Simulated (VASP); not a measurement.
# NiO: convergence, energy against the angle between moments

NiO, Fm-3m (no. 225), 4 atoms in the cell. LDA, DFT+U, constrained local moments; PAW potentials Ni, O (LDA set). VASP 6.6.1.

Wanted: angle energies within 3 meV per cell; angles reached within 3 degrees.

Hubbard U (eV): Ni shell d, U 5; LDAUTYPE: 2; I_CONSTRAINED_M: 1.

POSCAR:
```
NiO
1.0
    0.0000000000      2.0859016414      2.0859016414
    2.0859016414      0.0000000000      2.0859016414
    4.1718032828      2.0859016414     -2.0859016414
Ni O
2 2
Direct
    0.0000000000      0.0000000000      0.0000000000
    0.5000000000      0.0000000000      0.5000000000
    0.7500000000      0.5000000000      0.2500000000
    0.2500000000      0.5000000000      0.7500000000
```

The series start from Symmetry (ISYM): -1; Penalty weight LAMBDA: 10; Density mixing: linear for magnets; Cutoff (eV): 400; k-point spacing (1/Å): 0.45. Each series keeps the choices made before it, and each single choice may use up half of a tolerance. Times cover all steps of a run.

## Symmetry (ISYM)

| Symmetry (ISYM) | Angle energies, largest deviation (meV per cell) | Angles reached, largest deviation (degrees) | Time (s) |
|---|---|---|---|
| -1 | 0.0 | 0.0 | 143 |
| 2 | 0.0 | 0.0 | 78 |

Chosen: 2, the fastest of those that stay within half of the tolerance.

## Penalty weight LAMBDA

| Penalty weight LAMBDA | Angle energies, largest deviation (meV per cell) | Angles reached, largest deviation (degrees) | Time (s) |
|---|---|---|---|
| 1 | 9.0 | 3.9 | 71 |
| 3 | 2.9 | 1.2 | 75 |
| 10 | 0.7 | 0.3 | 78 |
| 20 | 0.3 | 0.0 | 115 |
| 50 (reference) | 0.0 | 0.0 | 181 |

Chosen: 10, the loosest value from which every tighter one stays within half of the tolerance.

## Density mixing

| Density mixing | Angle energies, largest deviation (meV per cell) | Angles reached, largest deviation (degrees) | Time (s) |
|---|---|---|---|
| linear for magnets | 0.0 | 0.0 | 78 |
| default | 0.0 | 0.1 | 83 |
| AMIX 0.2, AMIX_MAG 0.8 | 0.0 | 0.1 | 79 |

Chosen: linear for magnets; no other choice that stays within half of the tolerance saves 30 % of the time.

## Cutoff (eV)

| Cutoff (eV) | Angle energies, largest deviation (meV per cell) | Angles reached, largest deviation (degrees) | Time (s) |
|---|---|---|---|
| 300 | 1.0 | 0.1 | 62 |
| 350 | 0.7 | 0.1 | 55 |
| 400 | 0.2 | 0.0 | 78 |
| 450 | 0.1 | 0.1 | 76 |
| 520 | 0.1 | 0.0 | 105 |
| 600 (reference) | 0.0 | 0.0 | 103 |

Chosen: 300.

## k-point spacing (1/Å)

| k-point spacing (1/Å) | Angle energies, largest deviation (meV per cell) | Angles reached, largest deviation (degrees) | Time (s) |
|---|---|---|---|
| 0.6 | 0.5 | 0.0 | 46 |
| 0.45 | 0.2 | 0.1 | 62 |
| 0.35 | 0.1 | 0.0 | 128 |
| 0.28 (reference) | 0.0 | 0.0 | 209 |

Chosen: 0.6.

The choices weren't compared together with a run at all the tightest settings, so their joint error isn't shown.

## The input

INCAR.step1:
```
SYSTEM = NiO
PREC = Accurate
ENCUT = 300
EDIFF = 1E-4
NELM = 200
ALGO = Normal
ISMEAR = 0
SIGMA = 0.05
LREAL = .FALSE.
LASPH = .TRUE.
LMAXMIX = 4
LORBIT = 11
LWAVE = .TRUE.
LCHARG = .TRUE.
GGA = CA
VOSKOWN = 1
LNONCOLLINEAR = .TRUE.
ISYM = 2
GGA_COMPAT = .FALSE.
I_CONSTRAINED_M = 1
RWIGS = 1.36 0.72
NBANDS = 50
AMIX = 0.2
BMIX = 1E-4
AMIX_MAG = 0.8
BMIX_MAG = 1E-4
LDAU = .TRUE.
LDAUTYPE = 2
LDAUL = 2 -1
LDAUU = 5 0
LDAUJ = 0 0
LDAUPRINT = 1
MAGMOM = 2 0 0 2 0 0 0 0 0 0 0 0
M_CONSTR = 2 0 0 2 0 0 0 0 0 0 0 0
LAMBDA = 1.0
```

INCAR.step2, as INCAR.step1 but for:
```
- EDIFF = 1E-4
- LWAVE = .TRUE.
- LCHARG = .TRUE.
- LAMBDA = 1.0
+ EDIFF = 1E-6
+ LWAVE = .FALSE.
+ LCHARG = .FALSE.
+ LAMBDA = 10
+ ISTART = 1
+ ICHARG = 1
```

INCAR.step3:
```
SYSTEM = NiO
PREC = Accurate
ENCUT = 300
EDIFF = 1E-4
NELM = 200
ALGO = Normal
ISMEAR = 0
SIGMA = 0.05
LREAL = .FALSE.
LASPH = .TRUE.
LMAXMIX = 4
LORBIT = 11
LWAVE = .TRUE.
LCHARG = .TRUE.
GGA = CA
VOSKOWN = 1
LNONCOLLINEAR = .TRUE.
ISYM = 2
GGA_COMPAT = .FALSE.
I_CONSTRAINED_M = 1
RWIGS = 1.36 0.72
NBANDS = 50
AMIX = 0.2
BMIX = 1E-4
AMIX_MAG = 0.8
BMIX_MAG = 1E-4
LDAU = .TRUE.
LDAUTYPE = 2
LDAUL = 2 -1
LDAUU = 5 0
LDAUJ = 0 0
LDAUPRINT = 1
MAGMOM = 1.4142 1.4142 0 1.4142 -1.4142 0 0 0 0 0 0 0
M_CONSTR = 1.4142 1.4142 0 1.4142 -1.4142 0 0 0 0 0 0 0
LAMBDA = 1.0
```

INCAR.step4, as INCAR.step3 but for:
```
- EDIFF = 1E-4
- LWAVE = .TRUE.
- LCHARG = .TRUE.
- LAMBDA = 1.0
+ EDIFF = 1E-6
+ LWAVE = .FALSE.
+ LCHARG = .FALSE.
+ LAMBDA = 10
+ ISTART = 1
+ ICHARG = 1
```

KPOINTS:
```
Automatic mesh
0
Gamma
  5 5 3
  0 0 0
```

Commands (each step's output is kept before the next begins):
```
cat potpaw_LDA.64/Ni/POTCAR potpaw_LDA.64/O/POTCAR > POTCAR
cp INCAR.step1 INCAR
mpirun -np 8 vasp_ncl > vasp.out
cp INCAR.step2 INCAR
mpirun -np 8 vasp_ncl > vasp.out
rm WAVECAR CHGCAR CHG
cp INCAR.step3 INCAR
mpirun -np 8 vasp_ncl > vasp.out
cp INCAR.step4 INCAR
mpirun -np 8 vasp_ncl > vasp.out
```

The chosen input took VASP 6.6.1 46 s on 8 cores (Intel Xeon 6975P-C (Granite Rapids)), a shared host.

## An input that fails: penalty far too large from the start

The electronic loop stops at its limit of 60 steps.

Changes against the starting input:
```
(step 1)
- NELM = 200
- LAMBDA = 1.0
+ NELM = 60
+ LAMBDA = 500
(step 2)
- NELM = 200
- LAMBDA = 10
+ NELM = 60
+ LAMBDA = 500
```
